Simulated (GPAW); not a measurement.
TiAl3:

```
Ti Al
1.0
     3.95567    0.00000    0.00000
     0.00000    3.95567    0.00000
     0.00000    0.00000    3.95567
Ti Al
1 3
Direct
  0.00000 0.00000 0.00000
  0.00000 0.50000 0.50000
  0.50000 0.00000 0.50000
  0.50000 0.50000 0.00000
```

The cell comes from a database or a generator and needn't be the stable form of this composition.

| Item | Value |
| --- | --- |
| Program | GPAW 26.7.0 |
| Task | relaxation of cell and atoms |
| Functional | PBEsol |
| Dispersion | D3(BJ) |
| Potentials or basis | PAW data sets generated in the run's folder for this functional |
| Cutoff | 600 eV |
| Basis | pw |
| k mesh | 7 × 7 × 7 |
| Occupations | fermi-dirac, width 0.05 eV |
| Spin | no spin polarisation |

At the start: pressure -4.8 GPa; volume 15.47 Å³/atom.

Task: How do energy, volume and symmetry change on relaxing?

Result: Over 3 steps the energy falls by 9.0 meV/atom and the volume is 14.80 Å³/atom (-4.3 %); space group Pm-3m (No. 221, to 0.05 Å).

Step by step:
```csv
step,energy change (eV),largest force (eV/Å),pressure (GPa),volume (Å³)
1,0.0000,0.0000,-4.77,61.90
2,-0.0082,0.0000,-4.26,61.59
3,-0.0360,0.0000,0.21,59.21
```

Final structure:
```xyz
4
Lattice="3.8977 0.0000 0.0000 0.0000 3.8977 0.0000 0.0000 0.0000 3.8977" Properties=species:S:1:pos:R:3 pbc="T T T"
Ti    0.0000    0.0000    0.0000
Al    0.0000    1.9488    1.9488
Al    1.9488    0.0000    1.9488
Al    1.9488    1.9488    0.0000
```

Caveat: later steps reuse the first step's grids; pairwise dispersion overbinds metals, which lowers pressure and volume.
